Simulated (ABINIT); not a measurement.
PbSe (Clausthalite):

```
Pb Se
1.0
     0.00000    3.06065    3.06065
     3.06065    0.00000    3.06065
     3.06065    3.06065    0.00000
Pb Se
1 1
Direct
  0.00000 0.00000 0.00000
  0.50000 0.50000 0.50000
```

Base run:

```yaml
Program: ABINIT 10.8.3 (patched build)
Functional: SCAN
Potentials_or_basis: JTH PAW PBE v2.0 sp
Cutoff: 490 eV
k_mesh: 8 × 8 × 8
Occupations: fermi-dirac, width 0.05 eV
Spin: no spin polarisation
```

Its results: band gap on the k mesh 0.52 eV, direct.

**Question.** The run is repeated on the same cell with these changes: functional from SCAN to r2SCAN. What comes out?

**Answer.** Band gap on the k mesh 0.60 eV, direct.

Caveats: spin-orbit coupling is left out, which as a rule narrows the gap of such compounds by several tenths of an eV; this set keeps more shells in the core, which shifts pressures and gaps.

Not every run made on this cell is shown here.
